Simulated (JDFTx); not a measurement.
Here is a JDFTx 1.7.0 (patched build) calculation.

File GaP.in:

```
lattice Face-Centered Cubic 10.2999522423
coords-type Lattice
ion Ga     0.0000000000     0.0000000000     0.0000000000 1
ion P      0.7500000000     0.7500000000     0.7500000000 1

ion-species pseudo/Ga.upf
ion-species pseudo/P.upf
elec-cutoff 61 488
elec-ex-corr gga-PBEsol
van-der-waals D3
kpoint-folding 6 6 6
elec-smearing Fermi 0.0018374661
elec-n-bands 19
electronic-SCF nIterations 100 energyDiffThreshold 1e-09
electronic-minimize nIterations 30 energyDiffThreshold 1e-7
converge-empty-states yes
forces-output-coords Cartesian

dump-name run.$VAR
dump End Ecomponents EigStats BandEigs Kpoints Forces Stress State
```

Potentials or basis: PseudoDojo-SR-PBEsol-0.4-stringent with smoothed tails.

Command:

```sh
$ jdftx -c 1 -i GaP.in -o GaP.out
```

(1) What does it give for the pressure?

(2) Estimate the band gap on the k mesh.

## Answers

(1) -2.0 GPa.

(2) 1.51 eV, indirect (least direct gap 1.74 eV).

**Experimental background.**

“Stacking defects in GaP nanowires: Electronic structure and optical properties”, 2018, arxiv:1810.01194 quotes, for a bulk crystal of GaP at 10 K: band gap 2.34 eV (indirect).

Measured gap of GaP: 2.34 eV (indirect; 10 K; quoted in “Stacking defects in GaP nanowires: Electronic structure and optical properties”, 2018, arxiv:1810.01194). This calculation gives 1.51 eV (-0.83 eV). Spin-orbit coupling on Ga is left out. The value is that of PBEsol+D3 on a finite k mesh, which can miss the band edges, without temperature or zero-point motion. Semilocal functionals fall short of measured gaps as a rule.
